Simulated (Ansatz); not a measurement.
# Be (Im-3m) in Ansatz: convergence with xc grid

Aim: find how far xc grid must go before the results for Be settle, at PBE. This setting moves, with any that are tied to it; all else stays.

Program: Ansatz 0.2.0. These are calculated values, not measurements. Logs are shortened: lines on timing, memory, paths and dates and some standing lists are left out, and cuts for length are marked.

## (1) The structure

The structure is cubic, space group Im-3m (No. 229). The conventional cell has a = 2.506 Å, b = 2.506 Å, c = 2.506 Å, α = 90.00°, β = 90.00°, γ = 90.00°. Around Be (site symmetry m-3m) lie 8 Be at 2.17 Å.

This isn't the form of Be at room conditions, which is hcp.

## (2) With xc grid 1

The input, input.yaml:

```yaml
crystal:
  lattice:
    - [-1.2531209513, 1.2531209513, 1.2531209513]
    - [1.2531209513, -1.2531209513, 1.2531209513]
    - [1.2531209513, 1.2531209513, -1.2531209513]
  atoms:
    - { symbol: Be, position: [0.0, 0.0, 0.0] }
hamiltonian:
  xc: pbe
  pseudopotentials: { kind: nc, source: spms }
kpoints:
  mp_grid: { grid: [12, 12, 12] }
scf:
  occupations: { method: fermi_dirac, width: 0.1 }
output:
  forces: true
  stress: true
  eigenvalues: true
basis:
  xc_grid: 1
```

Potentials or basis: SPMS NC.

The run is started by

```sh
ansatz run input.yaml --threads 2 --pin off --max-ram 5632MiB --backend cpu --events-out ev --progress --plain --runs-dir out
```

Run time: 0.81 s. Hardware: 2 threads of Intel Xeon at 2.50GHz (Skylake/Cascade Lake), shared host; peak memory 0.24 GiB.

What came out:

| Property | Result |
| --- | --- |
| Free energy | -366.6537 eV |
| Pressure | -0.2 GPa |
| Band gap on the k mesh | none (metal or under the smearing width) |

## (3) With xc grid 2

input.yaml: that of step 2 with these lines changed.

```diff
@@ -19,2 +19,2 @@
 basis:
-  xc_grid: 1
+  xc_grid: 2
```

Potentials or basis: SPMS NC.

The run is started by

```sh
ansatz run input.yaml --threads 2 --pin off --max-ram 5632MiB --backend cpu --events-out ev --progress --plain --runs-dir out
```

It took 1 s on 2 threads of Intel Xeon at 2.50GHz (Skylake/Cascade Lake), shared host; peak memory 0.24 GiB.

What came out:

- Free energy: -366.6537 eV
- Pressure: -0.2 GPa
- Band gap on the k mesh: none (metal or under the smearing width)

## (4) With xc grid 3

input.yaml: that of step 3 with these lines changed.

```diff
@@ -19,2 +19,2 @@
 basis:
-  xc_grid: 2
+  xc_grid: 3
```

The run is started by

```sh
ansatz run input.yaml --threads 2 --pin off --max-ram 5632MiB --backend cpu --events-out ev --progress --plain --runs-dir out
```

Run time: 0.95 s. Hardware: 2 threads of Intel Xeon at 2.50GHz (Skylake/Cascade Lake), shared host; peak memory 0.23 GiB.

Results (log left out):

```
Free energy            : -366.6537 eV
Pressure               : -0.2 GPa
Band gap on the k mesh : none (metal or under the smearing width)
```

## (5) With xc grid 4

input.yaml: that of step 4 with these lines changed.

```diff
@@ -19,2 +19,2 @@
 basis:
-  xc_grid: 3
+  xc_grid: 4
```

The run is started by

```sh
ansatz run input.yaml --threads 2 --pin off --max-ram 5632MiB --backend cpu --events-out ev --progress --plain --runs-dir out
```

Wall time 1 s (2 threads of Intel Xeon at 2.50GHz (Skylake/Cascade Lake), shared host); peak memory 0.23 GiB.

Results (log left out):

```
Free energy            : -366.6537 eV
Pressure               : -0.2 GPa
Band gap on the k mesh : none (metal or under the smearing width)
```

## (6) With xc grid 5

input.yaml: that of step 5 with these lines changed.

```diff
@@ -19,2 +19,2 @@
 basis:
-  xc_grid: 4
+  xc_grid: 5
```

Potentials or basis: SPMS NC.

The run is started by

```sh
ansatz run input.yaml --threads 2 --pin off --max-ram 5632MiB --backend cpu --events-out ev --progress --plain --runs-dir out
```

Standard output:

```text
Warning: RAYON_NUM_THREADS=2 ignored (pool sized by the plan → 2); use --threads N
Engine: ansatz 0.2.0, x86_64-unknown-linux-gnu
Pseudopotentials: kind: nc
Pseudopotential: Be, nc, valence charge 4, recommended cutoff 707.4960423956879 eV (normal), Be.nc.azcp
Functional definition: PBE
  parameter kappa = 0.804
  parameter beta = 0.06672455060314922
  exchange = pbe_x(kappa = kappa, mu = beta*pi^2/3)
  correlation = pbe_c(beta = beta)
Crystal: 1 atoms, lattice volume = 7.871 Å³
Basis set: ecut = 707.4960423956879 eV, 321 PW (Γ), exchange–correlation on 100×100×100 points (125 copies of the dense FFT grid, shifted against one another)
Bands: 6, of which v1, the nominal top of the filled ones, is band 2 counted from 1 (1 counted from 0)
Symmetry: 48 space group operations
Space group: Im-3m (ITA 229), of the structure as read, at distance tolerance 2.0e-5 Å
k-points: 72 of 1728
Non-local potential: Be, projectors of the file, l = 0: 2, l = 1: 2
Initial density: superposition of atomic densities (chi_scale 0.1, normalization cell)
Initial wavefunctions: pseudopotential atomic-orbital guess
Functional: x = pbe(κ = 0.804, μ = 0.2195149727645171), c = pbe(β = 0.06672455060314922)
SCF iter   1: F=—  HF=-366.658169 eV  |F-HF|=—  |Δ(HF+E_count)|=         —  Δρ=4.08e-2  dr2=1.61e-2  ethr=3.10e-3  ⟨swp⟩=3.9  Hψ=3498  notcnv=0
preconditioner: auto → none  [insulator: Δε(μ)=0.298 eV  Ē_g=19.060 eV  σ=0.100 eV  W_gap=0.53  n_scr=0 (ndim 8)  ℏωp=18.7 eV  f_vac=0.000  D(μ)=0.22/eV (n_scr^D=0)  ε∞_Penn≈2.0]
SCF iter   2: F=—  HF=-366.654480 eV  |F-HF|=—  |Δ(HF+E_count)|=   3.69e-3  Δρ=1.93e-2  dr2=3.50e-3  ethr=4.03e-4  ⟨swp⟩=1.5  Hψ=1062  notcnv=0
SCF iter   3: F=—  HF=-366.653706 eV  |F-HF|=—  |Δ(HF+E_count)|=   7.74e-4  Δρ=3.29e-4  dr2=1.25e-6  ethr=8.75e-5  ⟨swp⟩=1.4  Hψ=465  notcnv=0  defer=1
SCF iter   4: F=—  HF=-366.653707 eV  |F-HF|=—  |Δ(HF+E_count)|=   6.50e-7  Δρ=2.13e-5  dr2=8.01e-9  ethr=2.50e-9  ⟨swp⟩=5.7  Hψ=2325  notcnv=0
SCF iter   5: F=-366.653707 eV  HF=-366.653707 eV  |F-HF|=1.31e-10  |Δ(HF+E_count)|=   1.05e-8  Δρ=2.37e-6  dr2=1.25e-10  ethr=2.00e-10  ⟨swp⟩=1.6  Hψ=1193  notcnv=0
SCF 1 converged in 5 iterations: F = -366.653707 eV  dr2 = 1.25e-10
SCF converged after 5 iterations
Free energy (F): -366.653707 eV
Harris-Foulkes:  -366.653707 eV  (|F-HF|=1.31e-10)
Internal energy: -366.645806 eV  (E = F + TS)
E sigma→0 (E₀):  -366.649756 eV
Entropy (-TS):   -0.007901 eV (-7.901 meV/atom)
Fermi energy:    10.076247 eV
--- Per-component energies (eV) ---
  E_band       = -174.279537
  E_kinetic    = 182.555090
  E_local      = -91.217929  (includes V_loc(G=0)·N_el)
  E_nonlocal   = -273.442878
  E_hartree    = 42.507086
  E_xc         = -59.773070
  E_vxc        = -77.188012  (∫ρ·V_xc dr)
  E_ewald      = -167.274105
  E_smearing   = -0.007901  (= −TS)
  E_closure    = 0.000000  (closes the sum)
  Σ components = -366.653707   (vs F -366.653707, Δ=0.00e0)
--- Forces (eV/Å), atoms counted from 1 ---
  atom   1  Be     0.00000000     0.00000000    -0.00000000
  max |Σ_I F_I| component: 7.70e-34 eV/Å
--- Stress (GPa, compression-positive) ---
       -0.186518      -0.000000      -0.000000
       -0.000000      -0.186518      -0.000000
       -0.000000      -0.000000      -0.186518
  P = ⅓ Tr σ = -0.1865 GPa (-1.865 kbar)
--- Band table (eV; the first three rows and the last of 72) ---
  k-point 0: bands = ["-91.1875", "-2.3272", "29.2638", "29.2638", "29.2638", "40.9610"]
  k-point 1: bands = ["-91.1859", "-2.0853", "28.0600", "28.3576", "28.9804", "38.1116"]
  k-point 2: bands = ["-91.1811", "-1.3562", "24.5688", "26.5193", "28.2007", "35.7162"]
  k-point 71: bands = ["-91.1425", "13.8620", "13.8620", "13.8620", "19.8042", "19.8042"]
```

Run time: 0.82 s. Hardware: 2 threads of Intel Xeon at 2.50GHz (Skylake/Cascade Lake), shared host; peak memory 0.24 GiB.

What came out:

| Item | Value |
| --- | --- |
| Free energy | -366.6537 eV |
| Pressure | -0.2 GPa |
| Band gap on the k mesh | none (metal or under the smearing width) |

## (7) Result

| xc grid | energy less the tightest run, at zero smearing (meV/atom) | SCF cycles | CPU time (s) | peak memory (GiB) |
| --- | --- | --- | --- | --- |
| 1 | -0.02 | 5 | 1.1 | 0.24 |
| 2 | 0.00 | 5 | 1.1 | 0.24 |
| 3 | 0.00 | 5 | 1.1 | 0.23 |
| 4 | 0.00 | 5 | 1.2 | 0.23 |
| 5 | 0.00 | 5 | 1.1 | 0.24 |

Against the tightest run, the energy stays within 1 meV/atom from 1 on. The tightest run that finished is the yardstick and may itself not be fully converged.
